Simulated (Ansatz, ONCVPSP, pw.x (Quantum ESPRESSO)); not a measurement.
What a changed setting does to a pw.x run (sc Ba)

Potential: optimised norm-conserving Vanderbilt (ONCV), ONCVPSP 4.0.1.1 (patched build), PBE; core [Kr] 4d10, reference 5s2 5p6 6s2; waves: 5s+6s: rc 3.10 bohr, ncon 4, nbas 8, qcut 4.1 1/bohr, 3 projectors, debl 2.9 Ha; 5p: rc 2.40 bohr, ncon 4, nbas 7, qcut 4.7 1/bohr, 3 projectors, debl 1.9 Ha; d scattering state at 0.1 Ha: rc 2.40 bohr, ncon 4, nbas 7, qcut 4.1 1/bohr, 2 projectors, debl 3.8 Ha; local part: polynomial inside 1.50 bohr (lpopt 2, dvloc0 -1 Ha); core correction: Teter function, fcfact 4.5, rcfact 1.05. In the d channel the program set the typed energies aside and used 0.050, 3.850 Ha.

The reference run (k-mesh 8³, cutoffs 50/200 Ry, Fermi–Dirac 0.01 Ry, mixing_beta 0.4, conv_thr 1e-9, no spin) gives 0.06 GPa at 62.204 Å³/atom, where all-electron LAPW gives 0.01 GPa. This run, with its own iteration cap, changes k-mesh shift to 1.

```
&control
  calculation='scf', prefix='x', pseudo_dir='./', outdir='./tmp', tstress=.true., disk_io='none'
/
&system
  ibrav=0, nat=1, ntyp=1, ecutwfc=50, ecutrho=200, nbnd=12,
  occupations='smearing', smearing='fd', degauss=0.01
/
&electrons
  conv_thr=1e-09, mixing_beta=0.4, electron_maxstep=60
/
ATOMIC_SPECIES
Ba 1.0 Ba.UPF
CELL_PARAMETERS angstrom
  3.96222777 0.00000000 0.00000000
  0.00000000 3.96222777 0.00000000
  0.00000000 0.00000000 3.96222777
ATOMIC_POSITIONS crystal
Ba 0.0000 0.0000 0.0000
K_POINTS automatic
8 8 8 1 1 1
```

```bash
pw.x < Ba.scf.in > Ba.scf.out
```

**Question.** How does the run end?

**Answer.** It converges in 8 iterations; the free energy moves by -1.2 meV/atom and the pressure by +0.01 GPa.

```
Message from routine setup:
     using ibrav=0 with symmetry is DISCOURAGED, use correct ibrav instead
     lattice parameter (alat)  =       7.4875  a.u.
     unit-cell volume          =     419.7734 (a.u.)^3
     number of electrons       =        10.00
     number of Kohn-Sham states=           12
     kinetic-energy cutoff     =      50.0000  Ry
     charge density cutoff     =     200.0000  Ry
     scf convergence threshold =      1.0E-09
     Exchange-correlation= PBE
     number of k points=    20  Fermi-Dirac smearing, width (Ry)=  0.0100
     iteration #  1     ecut=    50.00 Ry     beta= 0.40
     total energy              =     -54.09546075 Ry
     estimated scf accuracy    <       0.00296932 Ry
     iteration #  2     ecut=    50.00 Ry     beta= 0.40
     total energy              =     -54.09572775 Ry
     estimated scf accuracy    <       0.00081568 Ry
     iteration #  3     ecut=    50.00 Ry     beta= 0.40
     total energy              =     -54.09581502 Ry
     estimated scf accuracy    <       0.00005818 Ry
     iteration #  4     ecut=    50.00 Ry     beta= 0.40
     total energy              =     -54.09582244 Ry
     estimated scf accuracy    <       0.00000089 Ry
     iteration #  5     ecut=    50.00 Ry     beta= 0.40
     total energy              =     -54.09582258 Ry
     estimated scf accuracy    <       0.00000022 Ry
     iteration #  6     ecut=    50.00 Ry     beta= 0.40
     total energy              =     -54.09582262 Ry
     estimated scf accuracy    <          2.1E-09 Ry
     iteration #  7     ecut=    50.00 Ry     beta= 0.40
     total energy              =     -54.09582262 Ry
     estimated scf accuracy    <          4.1E-09 Ry
     iteration #  8     ecut=    50.00 Ry     beta= 0.40
     the Fermi energy is     5.7903 ev
!    total energy              =     -54.09582262 Ry
     estimated scf accuracy    <          2.0E-11 Ry
     smearing contrib. (-TS)   =      -0.00598173 Ry
     The total energy is F=E-TS. E is the sum of the following terms:
     one-electron contribution =     -15.44411310 Ry
     hartree contribution      =       9.50781362 Ry
     xc contribution           =     -10.25988017 Ry
     ewald contribution        =     -37.89366123 Ry
     convergence has been achieved in   8 iterations
          total   stress  (Ry/bohr**3)                   (kbar)     P=        0.74
     Message from routine punch:
     Nothing written, as per user request (disk_io='none')
```

The run took about 14 s on one core of a shared host (Neoverse-N1, 64 threads, 124 GiB, load 53).
